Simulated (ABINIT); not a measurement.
# InP (F-43m) in ABINIT: notebook

Runs on InP. Level: PBE. Tasks: band structure, equation of state.

Everything below comes from runs of ABINIT 10.8.3 (patched build). Logs are shortened: lines on timing, memory, paths and dates and some standing lists are left out, and cuts for length are marked. The log counts tension as positive stress, the text compression.

**What was measured.**

A printed reference work, data compilation reports, for a bulk crystal of InP: band gap 1.4236 eV (direct) at 1.6 K; bulk modulus 71 GPa.

The results are compared with them further down.

## (1) The crystal as given

It takes space group F-43m (No. 216, cubic). Conventional cell: a = 5.861 Å, b = 5.861 Å, c = 5.861 Å, α = 90.00°, β = 90.00°, γ = 90.00°. Around In (site symmetry -43m) lie 4 P at 2.54 Å. P (site symmetry -43m) has 4 In at 2.54 Å as nearest neighbours.

## (2) Band structure, PBE

File run.abi:

```
# Datasets: ground state, then fixed potential
ndtset 2

# Pseudopotentials
pp_dirpath "./"
pseudos "In.upf, P.upf"

# Structure
acell 7.83169184 7.83169184 7.83169184
rprim
     0.0000000000     0.7071067812     0.7071067812
     0.7071067812     0.0000000000     0.7071067812
     0.7071067812     0.7071067812     0.0000000000
ntypat 2
znucl 49 15
natom 2
typat 1 2
xred
     0.0000000000     0.0000000000     0.0000000000
     0.7500000000     0.7500000000     0.7500000000

# Plane-wave basis
ecut 952.398519 eV

# Exchange and correlation
ixc 11

# Bands and occupations
occopt 3
tsmear 0.05 eV

# SCF cycle
nstep 100

# Output
iomode 3
prtwf 0
prteig 0
prtebands 0
enunit 2
prtden1 1
prtvha1 1
prtvclmb1 1
prtpot1 1
prtelf1 1

# Dataset 1
kptopt1 1
ngkpt1 8 8 8
nshiftk1 1
shiftk1 0.0 0.0 0.0
nband1 13
tolvrs1 1.0e-10

# Dataset 2: bands along G-X-W-K-G-L-U-W-L-K
iscf2 -2
getden2 1
nband2 17
nbdbuf2 2
tolwfr2 1.0e-12
kptopt2 -9
ndivsm2 8
prteig2 1
kptbounds2
     0.0000000000     0.0000000000     0.0000000000
     0.5000000000     0.0000000000     0.5000000000
     0.5000000000     0.2500000000     0.7500000000
     0.3750000000     0.3750000000     0.7500000000
     0.0000000000     0.0000000000     0.0000000000
     0.5000000000     0.5000000000     0.5000000000
     0.6250000000     0.2500000000     0.6250000000
     0.5000000000     0.2500000000     0.7500000000
     0.5000000000     0.5000000000     0.5000000000
     0.3750000000     0.3750000000     0.7500000000
```

Potentials or basis: Ansatz NC PBE.

Command:

```console
abinit run.abi > log 2>&1
```

run.abo:

```text
[... set-up lines left out ...]
 ETOT  1  -72.669532528587    -7.267E+01 7.003E-01 3.683E+02
 ETOT  2  -73.347101826305    -6.776E-01 4.416E-02 1.888E+02
 ETOT  3  -73.370278652909    -2.318E-02 1.871E-03 1.056E+01
 ETOT  4  -73.371417496613    -1.139E-03 1.001E-03 3.667E-01
 ETOT  5  -73.371446190899    -2.869E-05 3.403E-04 3.637E-02
 ETOT  6  -73.371448412941    -2.222E-06 2.773E-04 1.366E-02
 ETOT  7  -73.371450280388    -1.867E-06 7.671E-05 1.244E-04
 ETOT  8  -73.371450299930    -1.954E-08 7.042E-05 1.718E-06
 ETOT  9  -73.371450300319    -3.891E-10 3.136E-05 3.343E-07
 ETOT 10  -73.371450300367    -4.862E-11 2.491E-05 6.710E-09
 ETOT 11  -73.371450300368    -1.023E-12 1.372E-05 3.194E-10
 ETOT 12  -73.371450300372    -3.283E-12 1.098E-05 9.273E-11

 At SCF step   12       vres2   =  9.27E-11 < tolvrs=  1.00E-10 =>converged.

 Compute ELF
--------------------------------------------------------------------------------

 Compute kinetic energy density

 Compute gradient of the electron density
 Electron Localization Function (ELF) [min:0;max:1]
)     Maximum=    8.9790E-01  at reduced coord.    0.8222    0.8444    0.8444
)     Minimum=    1.6190E-06  at reduced coord.    0.7556    0.7556    0.7333
   Integrated=    1.0691E+02

--------------------------------------------------------------------------------
 End of ELF section

 Cartesian components of stress tensor (hartree/bohr^3)
  sigma(1 1)= -1.15533015E-04  sigma(3 2)=  0.00000000E+00
  sigma(2 2)= -1.15533015E-04  sigma(3 1)=  0.00000000E+00
  sigma(3 3)= -1.15533015E-04  sigma(2 1)=  0.00000000E+00

--- !ResultsGS
iteration_state: {dtset: 1, }
comment   : Summary of ground state results
lattice_vectors:
- [  0.0000000,   5.5378424,   5.5378424, ]
- [  5.5378424,   0.0000000,   5.5378424, ]
- [  5.5378424,   5.5378424,   0.0000000, ]
lattice_lengths: [   7.83169,    7.83169,    7.83169, ]
lattice_angles: [ 60.000,  60.000,  60.000, ] # degrees, (23, 13, 12)
lattice_volume:   3.3966576E+02
convergence: {deltae: -3.283E-12, res2:  9.273E-11, residm:  1.098E-05, diffor: null, }
etotal    :  -7.33714503E+01
entropy   :   0.00000000E+00
fermie    :   1.88527384E-01
cartesian_stress_tensor: # hartree/bohr^3
- [ -1.15533015E-04,   0.00000000E+00,   0.00000000E+00, ]
- [  0.00000000E+00,  -1.15533015E-04,   0.00000000E+00, ]
- [  0.00000000E+00,   0.00000000E+00,  -1.15533015E-04, ]
pressure_GPa:   3.3991E+00
xred      :
- [  0.0000E+00,   0.0000E+00,   0.0000E+00, In]
- [  7.5000E-01,   7.5000E-01,   7.5000E-01,  P]
cartesian_forces: # hartree/bohr
- [  0.00000000E+00,   0.00000000E+00,   0.00000000E+00, ]
- [  0.00000000E+00,   0.00000000E+00,   0.00000000E+00, ]
force_length_stats: {min:   0.00000000E+00, max:   0.00000000E+00, mean:   0.00000000E+00, }
...

 Integrated electronic density in atomic spheres:
 ------------------------------------------------
 Atom  Sphere_radius  Integrated_density
    1        2.00000          9.89246145
    2        2.00000          2.75866854
================================================================================

 ----iterations are completed or convergence reached----

 Mean square residual over all n,k,spin=   89.769E-09; max=  10.979E-06
 reduced coordinates (array xred) for    2 atoms
       0.000000000000      0.000000000000      0.000000000000
       0.750000000000      0.750000000000      0.750000000000
 rms dE/dt=  3.3658E-29; max dE/dt=  3.3658E-29; dE/dt below (all hartree)
    1      -0.000000000000     -0.000000000000      0.000000000000
    2      -0.000000000000     -0.000000000000      0.000000000000

 cartesian coordinates (angstrom) at end:
[... 99 lines left out ...]
  1.6971E-01  1.7371E-01  1.7371E-01  2.0501E-01  3.2413E-01  3.2598E-01
  3.2598E-01  4.9138E-01  5.1693E-01  5.2057E-01  5.8661E-01
[... 945 lines left out ...]
 Non-SCF case, kpt  138 (  0.38393  0.38393  0.73214), residuals and eigenvalues=
  5.95E-13  9.66E-13  3.72E-13  6.34E-13  3.66E-13  9.28E-13  6.31E-13  3.16E-13
  9.90E-13  8.18E-13  8.49E-13  4.47E-13  5.87E-13  7.00E-13  9.90E-13  2.46E-07
  2.82E-05
 -3.5432E-01 -3.4619E-01 -3.4555E-01 -3.4413E-01 -3.4259E-01 -1.6309E-01
 -3.0605E-02  5.2127E-02  1.0540E-01  2.6333E-01  3.4308E-01  4.4352E-01
  4.4500E-01  4.7595E-01  5.3264E-01  6.4871E-01  6.8993E-01
 Non-SCF case, kpt  139 (  0.37500  0.37500  0.75000), residuals and eigenvalues=
  4.40E-13  6.23E-13  5.05E-13  7.20E-13  7.99E-13  9.93E-13  9.86E-13  8.46E-13
  6.97E-13  7.52E-13  9.94E-13  5.48E-13  9.05E-13  7.38E-13  7.70E-13  1.25E-06
  1.35E-03
 -3.5444E-01 -3.4608E-01 -3.4546E-01 -3.4423E-01 -3.4253E-01 -1.6211E-01
 -3.1566E-02  5.3123E-02  1.0330E-01  2.6124E-01  3.3571E-01  4.5032E-01
  4.5134E-01  4.7799E-01  5.3682E-01  6.4619E-01  6.9199E-01

--- !ResultsGS
iteration_state: {dtset: 2, }
comment   : Summary of ground state results
lattice_vectors:
- [  0.0000000,   5.5378424,   5.5378424, ]
- [  5.5378424,   0.0000000,   5.5378424, ]
- [  5.5378424,   5.5378424,   0.0000000, ]
lattice_lengths: [   7.83169,    7.83169,    7.83169, ]
lattice_angles: [ 60.000,  60.000,  60.000, ] # degrees, (23, 13, 12)
lattice_volume:   3.3966576E+02
convergence: {deltae:  0.000E+00, res2:  0.000E+00, residm:  9.999E-13, diffor:  0.000E+00, }
etotal    :  -7.33714503E+01
entropy   :   0.00000000E+00
fermie    :   1.88527384E-01
cartesian_stress_tensor: null
pressure_GPa: null
xred      :
- [  0.0000E+00,   0.0000E+00,   0.0000E+00, In]
- [  7.5000E-01,   7.5000E-01,   7.5000E-01,  P]
cartesian_forces: null
force_length_stats: {min: null, max: null, mean: null, }
...

 Integrated electronic density in atomic spheres:
 ------------------------------------------------
 Atom  Sphere_radius  Integrated_density
    1        2.00000          9.89246145
    2        2.00000          2.75866854
================================================================================

 ----iterations are completed or convergence reached----

 Mean square residual over all n,k,spin=   63.151E-14; max=  99.991E-14
 reduced coordinates (array xred) for    2 atoms
       0.000000000000      0.000000000000      0.000000000000
       0.750000000000      0.750000000000      0.750000000000

 cartesian coordinates (angstrom) at end:
    1      0.00000000000000     0.00000000000000     0.00000000000000
    2      4.39574999711065     4.39574999711065     4.39574999711065
 length scales=  7.831691840000  7.831691840000  7.831691840000 bohr
              =  4.144352841731  4.144352841731  4.144352841731 angstroms
 Eigenvalues (hartree) for nkpt= 139  k points:
 kpt#   1, nband= 17, wtk=  1.00000, kpt=  0.0000  0.0000  0.0000 (reduced coord)
  -0.34874   -0.34874   -0.34874   -0.34327   -0.34327   -0.24888    0.17440    0.17440
   0.17440    0.20035    0.32506    0.32506    0.32506    0.48986    0.52041    0.52041
   0.58590
 kpt#   2, nband= 17, wtk=  1.00000, kpt=  0.0217  0.0000  0.0217 (reduced coord)
  -0.34878   -0.34873   -0.34873   -0.34328   -0.34327   -0.24861    0.16971    0.17371
   0.17371    0.20501    0.32413    0.32598    0.32598    0.49138    0.51693    0.52057
   0.58661
 kpt#   3, nband= 17, wtk=  1.00000, kpt=  0.0435  0.0000  0.0435 (reduced coord)
  -0.34890   -0.34868   -0.34868   -0.34330   -0.34325   -0.24781    0.16013    0.17169
   0.17169    0.21450    0.32147    0.32871    0.32871    0.49573    0.50811    0.52104
   0.58830
 kpt#   4, nband= 17, wtk=  1.00000, kpt=  0.0652  0.0000  0.0652 (reduced coord)
  -0.34909   -0.34859   -0.34859   -0.34333   -0.34322   -0.24648    0.14919    0.16851
   0.16851    0.22521    0.31736    0.33308    0.33308    0.49546    0.50374    0.52182
   0.59116
 kpt#   5, nband= 17, wtk=  1.00000, kpt=  0.0870  0.0000  0.0870 (reduced coord)
[... 524 lines left out ...]
  -0.35402   -0.34645   -0.34582   -0.34389   -0.34269   -0.16684   -0.02874    0.05538
   0.11068    0.26836    0.35299    0.42591    0.42718    0.48466    0.53023    0.63662
   0.66793
 kpt# 137, nband= 17, wtk=  1.00000, kpt=  0.3929  0.3929  0.7143 (reduced coord)
  -0.35417   -0.34632   -0.34567   -0.34402   -0.34265   -0.16473   -0.02954    0.05282
   0.10788    0.26575    0.34922    0.43523    0.43545    0.47925    0.53054    0.64568
   0.67996
 kpt# 138, nband= 17, wtk=  1.00000, kpt=  0.3839  0.3839  0.7321 (reduced coord)
  -0.35432   -0.34619   -0.34555   -0.34413   -0.34259   -0.16309   -0.03061    0.05213
   0.10540    0.26333    0.34308    0.44352    0.44500    0.47595    0.53264    0.64871
   0.68993
 kpt# 139, nband= 17, wtk=  1.00000, kpt=  0.3750  0.3750  0.7500 (reduced coord)
  -0.35444   -0.34608   -0.34546   -0.34423   -0.34253   -0.16211   -0.03157    0.05312
   0.10330    0.26124    0.33571    0.45032    0.45134    0.47799    0.53682    0.64619
   0.69199
 Eigenvalues (   eV  ) for nkpt= 139  k points:
 kpt#   1, nband= 17, wtk=  1.00000, kpt=  0.0000  0.0000  0.0000 (reduced coord)
  -9.48979   -9.48979   -9.48979   -9.34095   -9.34095   -6.77240    4.74566    4.74566
   4.74566    5.45180    8.84521    8.84521    8.84521   13.32972   14.16105   14.16105
  15.94302
 kpt#   2, nband= 17, wtk=  1.00000, kpt=  0.0217  0.0000  0.0217 (reduced coord)
  -9.49086   -9.48932   -9.48932   -9.34113   -9.34079   -6.76512    4.61806    4.72685
   4.72685    5.57866    8.82008    8.87046    8.87046   13.37108   14.06627   14.16534
  15.96236
 kpt#   3, nband= 17, wtk=  1.00000, kpt=  0.0435  0.0000  0.0435 (reduced coord)
  -9.49404   -9.48795   -9.48795   -9.34166   -9.34031   -6.74331    4.35723    4.67197
   4.67197    5.83680    8.74768    8.94467    8.94467   13.48959   13.82642   14.17818
  16.00838
 kpt#   4, nband= 17, wtk=  1.00000, kpt=  0.0652  0.0000  0.0652 (reduced coord)
  -9.49920   -9.48568   -9.48568   -9.34255   -9.33951   -6.70713    4.05977    4.58526
   4.58526    6.12825    8.63579    9.06365    9.06365   13.48218   13.70752   14.19951
  16.08634
 kpt#   5, nband= 17, wtk=  1.00000, kpt=  0.0870  0.0000  0.0870 (reduced coord)
[... 525 lines left out ...]
   3.01186    7.30258    9.60537   11.58957   11.62418   13.18839   14.42833   17.32337
  18.17522
 kpt# 137, nband= 17, wtk=  1.00000, kpt=  0.3929  0.3929  0.7143 (reduced coord)
  -9.63759   -9.42375   -9.40615   -9.36120   -9.32392   -4.48249   -0.80372    1.43719
   2.93560    7.23147    9.50266   11.84335   11.84916   13.04114   14.43682   17.56998
  18.50275
 kpt# 138, nband= 17, wtk=  1.00000, kpt=  0.3839  0.3839  0.7321 (reduced coord)
  -9.64146   -9.42037   -9.40291   -9.36430   -9.32243   -4.43781   -0.83281    1.41844
   2.86819    7.16560    9.33580   12.06884   12.10900   12.95135   14.49400   17.65220
  18.77389
 kpt# 139, nband= 17, wtk=  1.00000, kpt=  0.3750  0.3750  0.7500 (reduced coord)
  -9.64484   -9.41734   -9.40048   -9.36706   -9.32075   -4.41114   -0.85897    1.44555
   2.81094    7.10876    9.13506   12.25371   12.28149   13.00669   14.60752   17.58375
  18.83010

== END DATASET(S) ==============================================================
================================================================================

 -outvars: echo values of variables after computation  --------
            acell      7.8316918400E+00  7.8316918400E+00  7.8316918400E+00 Bohr
           etotal1    -7.3371450300E+01
            fcart1     0.0000000000E+00  0.0000000000E+00  0.0000000000E+00
                       0.0000000000E+00  0.0000000000E+00  0.0000000000E+00
            rprim      0.0000000000E+00  7.0710678120E-01  7.0710678120E-01
                       7.0710678120E-01  0.0000000000E+00  7.0710678120E-01
                       7.0710678120E-01  7.0710678120E-01  0.0000000000E+00
           strten1    -1.1553301492E-04 -1.1553301492E-04 -1.1553301492E-04
                       0.0000000000E+00  0.0000000000E+00  0.0000000000E+00
           xangst      0.0000000000E+00  0.0000000000E+00  0.0000000000E+00
                       4.3957499971E+00  4.3957499971E+00  4.3957499971E+00
             xred      0.0000000000E+00  0.0000000000E+00  0.0000000000E+00
                       7.5000000000E-01  7.5000000000E-01  7.5000000000E-01
 Calculation completed.
```

Wall time 5.2 min (1 thread of Intel Xeon Platinum 8375C at 2.90GHz (Ice Lake), shared host); peak memory 0.2 GiB.

What came out:

```
Free energy                                           : -1996.5389 eV
Pressure                                              : 3.4 GPa
Band gap on the k mesh                                : 0.71 eV, direct
Band gap along the path                               : 0.71 eV, direct
Valence electrons inside the program's atomic spheres : In 9.89; P 2.76
```

Levels at the corners of the path, in eV from the valence-band top:
```
point  band 6  band 7  band 8  band 9  band 10  band 11  band 12  band 13
    Γ  -11.52    0.00    0.00    0.00     0.71     4.10     4.10     4.10
    X   -9.15   -5.75   -2.32   -2.32     1.77     2.27     9.21     9.59
    W   -9.07   -5.60   -2.95   -2.91     4.29     4.38     5.57     6.21
    K   -9.16   -5.60   -3.30   -1.93     2.36     4.39     7.51     7.54
    Γ  -11.52    0.00    0.00    0.00     0.71     4.10     4.10     4.10
    L   -9.80   -5.73   -0.97   -0.97     1.50     4.81     4.81     7.10
    U   -9.16   -5.60   -3.30   -1.93     2.36     4.39     7.51     7.54
    W   -9.07   -5.60   -2.95   -2.91     4.29     4.38     5.57     6.21
    L   -9.80   -5.73   -0.97   -0.97     1.50     4.81     4.81     7.10
    K   -9.16   -5.60   -3.30   -1.93     2.36     4.39     7.51     7.54
```

Caveat: spin-orbit coupling is left out, which moves the levels of the heavy elements.

## (3) Equation of state, PBE

File run.abi:

```
# Datasets: one volume each
ndtset 7
getwfk -1
scalecart1 3*0.9795861087
scalecart2 3*0.9864848297
scalecart3 3*0.9932883884
scalecart4 3*1.0000000000
scalecart5 3*1.0066227096
scalecart6 3*1.0131594038
scalecart7 3*1.0196128224

# Pseudopotentials
pp_dirpath "./"
pseudos "In.GGA_PBE-JTH.xml, P.GGA_PBE-JTH.xml"

# Structure
acell 4.1443528445 4.1443528445 4.1443528445 Angstrom
rprim
     0.0000000000     0.7071067812     0.7071067812
     0.7071067812     0.0000000000     0.7071067812
     0.7071067812     0.7071067812     0.0000000000
ntypat 2
znucl 49 15
natom 2
typat 1 2
xred
     0.0000000000     0.0000000000     0.0000000000
     0.7500000000     0.7500000000     0.7500000000

# Plane-wave basis
ecut 20.0
pawecutdg 40.0

# k points
kptopt 1
ngkpt 8 8 8
nshiftk 1
shiftk 0.0 0.0 0.0

# Exchange and correlation
ixc 11

# Bands and occupations
nband 13
occopt 3
tsmear 0.00183747

# SCF cycle
nstep 100
tolvrs 1.0e-9

# Output
iomode 3
prtwf 1
prtden 0
prteig 0
prtebands 0
enunit 1
```

Potentials or basis: JTH PAW PBE v2.0.

Command:

```console
abinit run.abi > log 2>&1
```

Wall time 1.7 min (1 thread of Intel Xeon Platinum 8375C at 2.90GHz (Ice Lake), shared host); peak memory 0.15 GiB.

Results (log left out):

| Property | Result |
| --- | --- |
| Equilibrium volume | 26.48 Å³/atom |
| Bulk modulus | 59 GPa |
| Pressure derivative of the bulk modulus | 4.6 (rough: it moves with the points fitted) |

Energy against volume, from the lowest point:
| volume (Å³/atom) | energy (meV/atom) |
| --- | --- |
| 23.657 | 68.31 |
| 24.160 | 44.15 |
| 24.663 | 25.96 |
| 25.167 | 12.97 |
| 25.670 | 4.48 |
| 26.173 | 0.38 |
| 26.677 | 0.00 |

Caveat: the cutoff is too short for stress, so the log's stress isn't used; pressures at fixed basis lie under the slope of the energies. PBE usually gives volumes a little too large and moduli too small.

## (4) How close it comes

Step 2. A measured gap of InP is 1.4236 eV (direct; 1.6 K; a printed reference work, data compilation); the calculated 0.71 eV misses it by -0.72 eV. Spin-orbit coupling on In is left out. The value is that of PBE, without temperature or zero-point motion. Semilocal functionals fall short of measured gaps as a rule.

Step 3. Against the measured bulk modulus of InP, 71 GPa (a printed reference work, data compilation), the calculated 59 GPa is off by -16.7 %. The fit is for a static lattice scaled at fixed shape and fixed fractional positions.
